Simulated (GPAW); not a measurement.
Wanted: an ASE script for a GPAW 26.7.0 run.

```
Task                : optical spectrum
Functional          : PBEsol
Potentials or basis : PAW data sets generated in the run's folder for this functional
Cutoff              : 500 eV
Basis               : pw
k mesh              : 9 × 8 × 8
Occupations         : fermi-dirac, width 0.05 eV
Spin                : no spin polarisation
Eta                 : 0.1 eV
Response ecut       : 50 eV
Scissors            : 0 eV
Kernel              : RPA
Maxiter             : 150
Response k mesh     : 13 × 12 × 12
Domega0             : 0.05 eV
Omega2              : 10 eV
Response bands      : 16
Directions          : ["x", "y", "z"]
Intraband           : yes
```

The structure of Hf lies in POSCAR:

```
Hf
1.0
   -1.6949996300      1.6521226200      1.6409087300
    1.8764833500     -1.6515503200      1.8218201500
    1.9410572400      1.8976079200     -1.6403364300
Hf
1
Direct
    0.0000000000      0.0000000000      0.0000000000
```

This isn't the form of Hf at room conditions, which is hcp.

The cell isn't the ideal one: cell sheared at random, sigma 0.06, atoms nudged by 0.01 Å.

These files were run (other wordings do the same):

run.py

```python
from ase.dft.bandgap import bandgap
from ase.io import read, write
from gpaw import GPAW, PW, setup_paths
from gpaw.response.df import DielectricFunction

setup_paths.insert(0, '.')

atoms = read('POSCAR')

calc = GPAW(mode=PW(500),
            xc='PBEsol',
            kpts={'size': (9, 8, 8), 'gamma': True},
            occupations={'name': 'fermi-dirac', 'width': 0.05},
            nbands=14,
            convergence={'density': 1e-06},
            maxiter=150,
            txt='gpaw.txt')
atoms.calc = calc
energy = atoms.get_potential_energy()
calc.write('gs.gpw')
write('result.traj', atoms)
print(f'Energy: {energy:.6f} eV')
print('Fermi level:', round(calc.get_fermi_level(), 4), 'eV')
print(f'Gap: {bandgap(calc)[0]:.4f} eV, direct: {bandgap(calc, direct=True)[0]:.4f} eV')

dense = calc.fixed_density(kpts={'size': (13, 12, 12), 'gamma': True},
                           nbands=22, convergence={'bands': 16, 'eigenstates': 1e-7},
                           update_fermi_level=True, txt='dense.txt')
dense.write('dense.gpw', mode='all')

df = DielectricFunction('dense.gpw', frequencies={'type': 'nonlinear', 'domega0': 0.05, 'omega2': 10},
                        eta=0.1, ecut=50, nbands=16, rate='eta', txt='df.txt')
for direction in ['x', 'y', 'z']:
    df.get_dielectric_function(xc='RPA', direction=direction, filename=f'df_{direction}.csv')
```

Potentials or basis: PAW data sets generated in the run's folder for this functional, pw.

Run with:

```sh
$ gpaw-setup -f PBEsol Hf
$ OMP_NUM_THREADS=1 python run.py
```

Results of the run:

- Band gap on the k mesh: none (metal or under the smearing width)

Caveat: the intraband term hangs on this k mesh; the long-wavelength limit can be off by several per cent where d states take part; independent-particle spectra lack excitons.

It took 3 min on 1 thread of Arm Neoverse V1, on a shared host, peak memory 0.61 GiB.
